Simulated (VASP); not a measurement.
Input of a VASP 6.6.1 run:

Contents of POSCAR:

```
BN
1.0
    1.2511217832      0.7223354983      3.3729344033
   -1.2511217832      0.7223354983      3.3729344033
    0.0000000000     -1.4446709966      3.3729344033
N B
1 1
Direct
    0.6672382000      0.6672382000      0.6672382000
    0.0003288000      0.0003288000      0.0003288000
```

INCAR.step1

```
SYSTEM = BN
PREC = Accurate
ENCUT = 520
EDIFF = 1E-7
ISMEAR = -1
SIGMA = 0.05
LREAL = .False.
LASPH = .True.
NELM = 60
ALGO = Normal
ISIF = 2
LWAVE = .False.
LCHARG = .True.
GGA = RP
NBANDS = 11
```

File KPOINTS.step1:

```
regular mesh
0
Gamma
  12 12 12
  0 0 0
```

INCAR.step2

```
SYSTEM = BN
PREC = Accurate
ENCUT = 520
EDIFF = 1E-7
ISMEAR = 0
SIGMA = 0.05
LREAL = .False.
LASPH = .True.
NELM = 60
ALGO = Normal
ISIF = 2
LWAVE = .False.
LCHARG = .False.
GGA = RP
NBANDS = 11
ICHARG = 11
```

Contents of KPOINTS.step2:

```
path GLB1,BZGX,QFP1Z,LP
15
line-mode
reciprocal
 0.0000000000  0.0000000000  0.0000000000  G
 0.5000000000  0.0000000000  0.0000000000  L

 0.5000000000  0.0000000000  0.0000000000  L
 0.5000000000  0.1972419765 -0.1972419765  B1

 0.8027580235  0.5000000000  0.1972419765  B
 0.5000000000  0.5000000000  0.5000000000  Z

 0.5000000000  0.5000000000  0.5000000000  Z
 0.0000000000  0.0000000000  0.0000000000  G

 0.0000000000  0.0000000000  0.0000000000  G
 0.3486209883  0.0000000000 -0.3486209883  X

 0.6513790117  0.3486209883  0.0000000000  Q
 0.5000000000  0.5000000000  0.0000000000  F

 0.5000000000  0.5000000000  0.0000000000  F
 0.6513790117  0.6513790117  0.1972419765  P1

 0.6513790117  0.6513790117  0.1972419765  P1
 0.5000000000  0.5000000000  0.5000000000  Z

 0.5000000000  0.0000000000  0.0000000000  L
 0.8027580235  0.3486209883  0.3486209883  P
```

Potentials or basis: VASP PAW PBE potentials, release 64 (N, B).

Run with:

```sh
$ cat potpaw_PBE.64/N/POTCAR potpaw_PBE.64/B/POTCAR > POTCAR
$ cp INCAR.step1 INCAR
$ cp KPOINTS.step1 KPOINTS
$ mpirun -np 1 vasp_std > vasp.out
$ cp INCAR.step2 INCAR
$ cp KPOINTS.step2 KPOINTS
$ mpirun -np 1 vasp_std > vasp.out
```

**Question.** Predict the band gap on the k mesh.

**Answer.** 4.39 eV, indirect (least direct gap 4.77 eV).

**Question.** Predict the band gap along the path.

**Answer.** 4.35 eV, indirect (least direct gap 4.77 eV).

Levels at the corners of the path, in eV from the valence-band top:
```csv
point,band 1,band 2,band 3,band 4,band 5,band 6,band 7,band 8,band 9
Γ,-17.89,-4.22,-1.31,-1.31,5.40,11.68,11.68,13.20,14.72
L,-14.71,-8.98,-4.10,-0.64,5.32,9.91,13.32,15.23,20.09
L,-14.71,-8.98,-4.10,-0.64,5.32,9.91,13.32,15.23,20.09
B1,-14.16,-7.97,-6.94,-0.40,4.84,12.61,14.25,16.12,18.79
B,-14.16,-7.97,-6.94,-0.40,4.84,12.61,14.25,16.12,18.79
Z,-17.64,-6.11,-1.33,-1.33,10.30,11.61,11.61,12.20,16.50
Z,-17.64,-6.11,-1.33,-1.33,10.30,11.61,11.61,12.20,16.50
Γ,-17.89,-4.22,-1.31,-1.31,5.40,11.68,11.68,13.20,14.72
Γ,-17.89,-4.22,-1.31,-1.31,5.40,11.68,11.68,13.20,14.72
X,-14.10,-7.94,-7.13,-0.15,4.68,12.54,14.03,16.58,18.32
Q,-14.10,-7.94,-7.13,-0.15,4.68,12.54,14.03,16.58,18.32
F,-14.64,-8.86,-4.15,-1.20,4.35,9.89,14.49,17.78,20.39
F,-14.64,-8.86,-4.15,-1.20,4.35,9.89,14.49,17.78,20.39
P1,-14.75,-8.72,-4.10,-1.51,5.05,9.95,14.57,16.83,20.89
P1,-14.75,-8.72,-4.10,-1.51,5.05,9.95,14.57,16.83,20.89
Z,-17.64,-6.11,-1.33,-1.33,10.30,11.61,11.61,12.20,16.50
L,-14.71,-8.98,-4.10,-0.64,5.32,9.91,13.32,15.23,20.09
P,-14.75,-8.72,-4.10,-1.51,5.05,9.95,14.57,16.83,20.89
```

Caveat: the log is that of the step along the path at fixed density, whose energy, stress, charges and moments have no meaning. As with any semilocal functional, this RPBE gap is likely too small.
